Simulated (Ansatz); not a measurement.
An Ansatz run on GaSb in the zincblende structure left the output below. The cell was relaxed with r2SCAN and then strained (epitaxial -3.0 % in the plane normal to [111], free normal strain +1.38 %), with the atoms relaxed again with r2SCAN; k points keep the names of the unstrained zone.

The cell given to it:
```cif
data_structure
_symmetry_space_group_name_H-M 'P 1'
_symmetry_Int_Tables_number 1
_cell_length_a 4.3333
_cell_length_b 4.3333
_cell_length_c 4.3333
_cell_angle_alpha 58.062
_cell_angle_beta 58.062
_cell_angle_gamma 58.062
_cell_volume 54.98
loop_
_atom_site_label
_atom_site_type_symbol
_atom_site_fract_x
_atom_site_fract_y
_atom_site_fract_z
_atom_site_occupancy
Ga1 Ga 0.00207 0.00207 0.00207 1
Sb1 Sb 0.24793 0.24793 0.24793 1
```

The output, standing remarks left out:
```
scf.n_extra_bands = 4 over 14 filled bands (N_el = 28.0): the run solves 18 bands
Functional definition: HSE06
Crystal: 2 atoms, lattice volume = 54.979 Å³
Basis set: ecut = 420 eV, 1055 PW (Γ)
Bands: 18, of which v1, the nominal top of the filled ones, is band 14 counted from 1 (13 counted from 0)
Symmetry: 6 space group operations
Space group: R3m (ITA 160)
k-points: 32 of 216 (time reversal used)
preconditioner: auto → none  [insulator: Δε(μ)=0.767 eV  σ=0.020 eV  ℏωp=21.2 eV]
[warm-up without exact exchange]
SCF 1 stopped early in 4 iterations: F = -10267.722064 eV  dr2 = 1.15e-6
[exact exchange on]
Exchange kernel: α = 0.2500, screened, ω = 0.2079 Å⁻¹, Wigner–Seitz truncation, v(0) = 1046.8205 eV·Å³, q-mesh 6×6×6
SCF 2 stopped early in 7 iterations: F = -10272.609612 eV  dr2 = 1.54e-7
hybrid outer 1: dexx = +9.536e-3 eV, tail = 4.55e-5 eV
SCF 3 converged in 6 iterations: F = -10272.609464 eV  dr2 = 4.51e-11
hybrid outer 2: dexx = +7.855e-7 eV, tail = 1.62e-8 eV, Δε = 2.59e-3 eV, ΔF = 5.77e-4 eV/Å
hybrid SCF converged: 2 outer / 13 inner (+4 warm-up)
Free energy (F): -10272.609464 eV
Fermi energy:    8.458633 eV
--- Per-component energies (eV) ---
  E_band       = -310.810199
  E_kinetic    = 323.049212
  E_local      = -3862.307370
  E_nonlocal   = 788.628842
  E_hartree    = 1786.425337
  E_xc         = -166.755474
  E_vxc        = -124.221042
  E_exx        = -88.804054
  E_paw        = -6524.880135
  E_vpaw       = -831.202171
  E_ewald      = -2528.103254
  E_core_change = 0.137557
--- Forces (eV/Å), atoms counted from 1 ---
  atom   1  Ga      0.00547      0.00547      0.00547
  atom   2  Sb    -0.00546    -0.00546    -0.00546
--- Stress (GPa, compression-positive) ---
        3.080638      -1.437538      -1.437538
       -1.437538       3.080638      -1.437538
       -1.437538      -1.437538       3.080638
  P = ⅓ Tr σ = 3.0806 GPa (30.806 kbar)
--- Band table (eV; the first three rows and the last of 32) ---
  k-point 0: bands = […, -9.8312, -9.8312, -5.0141, 7.6191, 8.0472, 8.0472, 8.9776, 11.1781, 11.4823, 11.4823]
  k-point 1: bands = […, -9.8320, -9.8314, -4.6782, 5.2091, 7.2423, 7.5546, 9.6067, 11.7313, 12.0837, 12.8965]
  k-point 2: bands = […, -9.8330, -9.8311, -3.7682, 2.2462, 6.6518, 6.8812, 9.1011, 12.2700, 12.4568, 15.2556]
  k-point 31: bands = […, -9.8327, -9.8327, -3.2749, 0.6958, 6.8262, 6.8262, 9.4903, 12.5453, 12.5453, 15.3424]
```

The file bands.tsv (bands near the Fermi energy, numbered from 0, rounded):
```tsv
# k_distance	band_9	band_10	band_11	band_12	band_13	band_14	band_15	band_16	band_17
# fermi_ev = 8.458631
# [0, 0, 0] at k_distance = 0.000000
# [-0.5, -0.5, 0] at k_distance = 1.041391
# [-0.375, -0.375, 0.25] at k_distance = 1.404198
# [-0.375, 0, 0.375] at k_distance = 2.044993
# [0, 0, 0.5] at k_distance = 2.685788
# [-0.5, -0.25, 0.25] at k_distance = 3.411403
# levels_relative_to = fermi_ev
0.000	-18.290	-13.473	-0.840	-0.411	-0.411	0.519	2.720	3.024	3.024
1.041	-18.287	-10.552	-8.147	-3.664	-3.327	0.725	1.255	9.497	9.525
1.404	-18.289	-10.681	-7.914	-4.732	-2.899	1.586	3.778	7.216	7.382
2.045	-18.290	-10.580	-7.924	-4.641	-3.204	1.177	4.475	6.808	7.749
2.686	-18.289	-11.482	-7.678	-2.031	-1.838	0.420	3.768	3.914	6.583
3.411	-18.291	-10.496	-7.966	-4.392	-4.116	3.944	4.340	4.875	5.146
```
In order the rows are Γ, X, U, K, L, W.

Problem. Which of these blocks stood in the input: relax, gw, phonons, dielectric, magnetization (spin_orbit)?

Solution. None of them. A single point prints forces and stress when the output block asks for them.

Problem. Which k mesh was typed?

Solution. 6×6×6, Γ-centred.

Problem. How were the bands filled?

Solution. With smearing of width σ = 0.02 eV (Fermi-Dirac in this run).

Problem. It ran on 1 × NVIDIA H100 80GB HBM3 with 2 threads of AMD EPYC 7R13 Processor (Zen 3), with other jobs on the host. About how long did it take, and how much host memory at the peak?

Solution. About 40 s, with a peak of 2.9 GiB.

Calculated for a static, non-magnetic cell.

Spin-orbit coupling is left out, which matters wherever the heavy atoms make up the band edges.

The program warns that its thresholds are loose for a hybrid's stress.
